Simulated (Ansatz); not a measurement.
# AlCu under changes of volume

One of the cells (13.466 Å³/atom); the others are scaled copies at fixed shape and fractional positions:

```
Cu Al
1.0
     2.99751    0.00000    0.00000
     0.00000    2.99751    0.00000
     0.00000    0.00000    2.99751
Cu Al
1 1
Direct
  0.50000 0.50000 0.50000
  0.00000 0.00000 0.00000
```

The cell comes from a database or a generator and needn't be the stable form of this composition.

```yaml
Program: Ansatz 0.2.0
Functional: PBEsol
Potentials_or_basis: Ansatz PAW
Cutoff: "420 eV (not typed: the program's choice for these potentials)"
k_mesh: 9 × 9 × 9
Occupations: fermi-dirac, width 0.05 eV
Spin: no spin polarisation
```

| volume (Å³/atom) | energy over the lowest point (meV/atom) | pressure (GPa) |
| --- | --- | --- |
| 12.658 | 2.24 | 2.8 |
| 12.928 | 0.00 | 0.0 |
| 13.197 | 2.18 | -2.5 |
| 13.466 | ? | ? |
| 13.736 | 17.85 | -6.7 |
| 14.005 | 30.51 | -8.4 |
| 14.274 | 45.93 | -9.9 |

Question: What does the run at 13.466 Å³/atom give?

Answer: Energy over the lowest point 8.29 meV/atom; pressure -4.7 GPa.

Worked out: A Birch-Murnaghan fit of order 3 (a polynomial in V^(-2/3)) to the other rows has its minimum at 12.92 Å³/atom with B0 = V·E''(V) = 126 GPa and B' = 4.6. It gives 8.25 meV/atom at 13.466 Å³/atom, against the run's 8.29, and -dE/dV = -4.7 GPa, against -4.7.

Energies are extrapolated to zero smearing.

Caveats: the PAW data sets come from PBE, with cores solved anew for the run's functional, which leaves a small shift of forces and pressure.
